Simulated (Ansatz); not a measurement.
A plane-wave DFT run in Ansatz 0.2.0 (scalar-relativistic PAW potentials unless the input names others): input and command.

```yaml
crystal:
  lattice:
    - [2.5814836976, 2.5814836976, 0.0]
    - [-2.5814836976, 2.5814836976, 0.0]
    - [0.0, 0.0, 5.1629673952]
  atoms:
    - { symbol: Be, position: [0.0, 0.0, 0.0] }
    - { symbol: Be, position: [0.5, 0.5, 0.5] }
    - { symbol: Se, position: [0.5, 0.0, 0.75] }
    - { symbol: Se, position: [0.0, 0.5, 0.25] }
basis:
  ecutwfc: 500
kpoints:
  mp_grid: { grid: [6, 6, 6] }
hamiltonian:
  xc: r2scan
  hubbard: { sites: [{ species: Be, l: f, u_eff: 4.0 }] }
scf:
  occupations: { method: gaussian, width: 0.02 }
  max_iter: 75
output:
  forces: true
  eigenvalues: true
  stress: true
```

```bash
ansatz run input.yaml --threads 1 --pin off --max-ram 1331MiB --backend cpu --events-out ev --progress --plain --runs-dir out
```

Task: Will this input run?

Result: The program refuses it, because of a U on a shell that isn't there (hamiltonian.hubbard: not typed → {"sites": [{"species": "Be", "l": "f", "u_eff": 4.0}]}). Without that key it is accepted.

Abridged log:
```
Error: inconsistent input (hamiltonian.hubbard.sites[].l, hamiltonian.hubbard.sites[].shell): the file of Be doesn't list 4f, and it can't be added: PBE doesn't bind the shell 4f of the free atom, whose level lies at +1.11 eV. Type an atom or ion with it (hamiltonian.pseudopotentials.projection_atoms), take another file or name another shell
```